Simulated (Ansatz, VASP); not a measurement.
# Cs, level by level in two programs

```xyz
1
Lattice="-3.1285 3.1285 3.1285 3.1285 -3.1285 3.1285 3.1285 3.1285 -3.1285" Properties=species:S:1:pos:R:3 pbc="T T T"
Cs    0.0000    0.0000    0.0000
```

Single points on this cell with VASP 6.6.1 and Ansatz 0.2.0. Each row is one pair of runs. Alike in all rows: spin: off; k mesh: 6 × 6 × 6; VASP's potentials, cutoff: VASP PAW PBE potentials, release 64 (Cs_sv), 520 eV.

```tsv
level	smearing	Ansatz's potentials, cutoff	gap on the k mesh at the Fermi level (eV), VASP	gap on the k mesh at the Fermi level (eV), Ansatz	pressure (GPa), VASP	pressure (GPa), Ansatz
RPBE	gaussian, width 0.02 eV	Ansatz PAW, 420 eV	none	none	0.1	0.2
PBE	gaussian, width 0.02 eV	Ansatz PAW, 420 eV	none	none	-0.1	-0.1
r2SCAN+D4	methfessel-paxton of order 1, width 0.1 eV	Ansatz PAW, 500 eV	none	none	0.0	0.0
```

Pressure (GPa): the two programs differ by at most 0.01.

A gap of «none» marks a metal or a gap that the smearing closes.

Caveats: pairwise dispersion overbinds metals, which lowers pressure and volume (some rows); the PAW data sets were made with another functional, which shifts forces and pressure a little (VASP); the PAW data sets come from PBE, with cores solved anew for the run's functional, which leaves a small shift of forces and pressure (Ansatz).
